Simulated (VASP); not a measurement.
AlN: single point with PBE

Crystal: AlN.

```
Al N
1.0
     0.00000    0.00000    5.01593
     6.25573    0.00000    0.00000
    -3.12787    5.41762    0.00000
Al N
8 8
Direct
  0.99930 0.16667 0.33333
  0.99930 0.16667 0.83333
  0.99930 0.66667 0.33333
  0.99930 0.66667 0.83333
  0.49930 0.33333 0.16667
  0.49930 0.33333 0.66667
  0.49930 0.83333 0.16667
  0.49930 0.83333 0.66667
  0.38070 0.16667 0.33333
  0.38070 0.16667 0.83333
  0.38070 0.66667 0.33333
  0.38070 0.66667 0.83333
  0.88070 0.33333 0.16667
  0.88070 0.33333 0.66667
  0.88070 0.83333 0.16667
  0.88070 0.83333 0.66667
```

```json
{
 "Program": "VASP 6.6.1",
 "Task": "single point",
 "Functional": "PBE",
 "Potentials or basis": "VASP PAW PBE potentials, release 64 (Al, N)",
 "Cutoff": "450 eV",
 "k mesh": "2 × 2 × 2",
 "Occupations": "gaussian, width 0.01 eV",
 "Spin": "no spin polarisation",
 "Monkhorst-Pack mesh": "no",
 "Further INCAR settings": "PREC = Normal; LREAL = Auto; ALGO = Normal; EDIFF = 1e-07; NBANDS = 46"
}
```

```yaml
Largest_force: 0.018 eV/Å
Band_gap_on_the_k_mesh: 4.06 eV
```

Forces on the atoms (eV/Å):
```
Al   0.000  0.000 -0.018
Al   0.000  0.000 -0.018
Al   0.000  0.000 -0.018
Al   0.000  0.000 -0.018
Al   0.000  0.000 -0.018
Al   0.000  0.000 -0.018
Al   0.000  0.000 -0.018
Al   0.000  0.000 -0.018
N    0.000  0.000  0.018
N    0.000  0.000  0.018
N    0.000  0.000  0.018
N    0.000  0.000  0.018
N    0.000  0.000  0.018
N    0.000  0.000  0.018
N    0.000  0.000  0.018
N    0.000  0.000  0.018
```

Levels at points of the mesh, in eV from the valence-band top:
```
           k point  band 28  band 29  band 30  band 31  band 32  band 33  band 34  band 35  band 36  band 37
(0.00, 0.00, 0.00)    -0.68    -0.68    -0.20    -0.20     0.00     4.06     5.76     5.76     5.76     5.76
(0.50, 0.00, 0.00)    -1.35    -0.53    -0.53    -0.53    -0.53     5.25     5.25     5.25     5.25     5.25
(0.00, 0.50, 0.00)    -1.41    -0.43    -0.43    -0.40    -0.40     5.70     5.70     6.07     6.07     7.51
(0.50, 0.50, 0.00)    -1.02    -0.96    -0.96    -0.96    -0.96     6.45     6.45     6.45     6.45     6.57
```

Core levels (eV, on the scale of the bands):
```csv
atom,levels
1 Al,"1s -1497.3, 2s -94.7, 2p -56.1"
2 Al,"1s -1497.3, 2s -94.7, 2p -56.1"
3 Al,"1s -1497.3, 2s -94.7, 2p -56.1"
4 Al,"1s -1497.3, 2s -94.7, 2p -56.1"
5 Al,"1s -1497.3, 2s -94.7, 2p -56.1"
6 Al,"1s -1497.3, 2s -94.7, 2p -56.1"
```

It took 31 s on 1 thread of AMD EPYC 7R43 64-Core Processor (Zen 3) (shared host), peak memory 0.13 GiB.

Caveat: the k mesh is coarse (spacing up to 0.63 Å⁻¹), so the values aren't converged.
